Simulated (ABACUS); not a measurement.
# CsSnBr3: single point with PBEsol

CsSnBr3:

```
Cs Sn Br
1.0
     5.83901    0.00000    0.00000
     0.00000    5.83901    0.00000
     0.00000    0.00000    5.83901
Cs Sn Br
1 1 3
Direct
  0.00000 0.00000 0.00000
  0.50000 0.50000 0.50000
  0.00000 0.50000 0.50000
  0.50000 0.50000 0.00000
  0.50000 0.00000 0.50000
```

The cell is a database's computed one.

| Property | Result |
| --- | --- |
| Program | ABACUS 3.10.1 |
| Task | single point |
| Functional | PBEsol |
| Potentials or basis | PseudoDojo NC SR 0.4.1 PBEsol standard |
| Cutoff | 993 eV |
| Density cutoff | 3973 eV |
| Basis | plane waves |
| k mesh | 5 × 5 × 5 |
| Occupations | fermi-dirac, width 0.05 eV |
| Spin | no spin polarisation |
| Radial cutoff of the potentials (pseudo_rcut) | 7 bohr |
| SCF threshold on the density | 1e-08 |
| Max SCF steps | 100 |
| Eigensolver | dav |
| Mixing | broyden |
| Mixing share | 0.7 |
| Symmetry key | 1 |
| Bands | 27 |

- Pressure: -0.9 GPa
- Band gap on the k mesh: 1.84 eV, direct

Levels at points of the mesh, in eV from the valence-band top:
```
           k point  band 18  band 19  band 20  band 21  band 22  band 23  band 24  band 25  band 26  band 27
(0.00, 0.00, 0.00)    -2.05    -2.05    -1.91    -1.91    -1.91     3.07     4.17     4.17     4.81     4.81
```

Wall time 11 s on 4 MPI ranks on AMD EPYC 9R45 96-Core Processor (Zen 5) (shared host), peak memory 0.44 GiB a rank.

The gap isn't set beside the measured one, since this odd mesh misses points on the zone boundary.

Caveat: spin-orbit coupling is left out, which moves the levels of the heavy elements; an odd mesh through Γ misses points on the zone boundary, where band edges often lie.
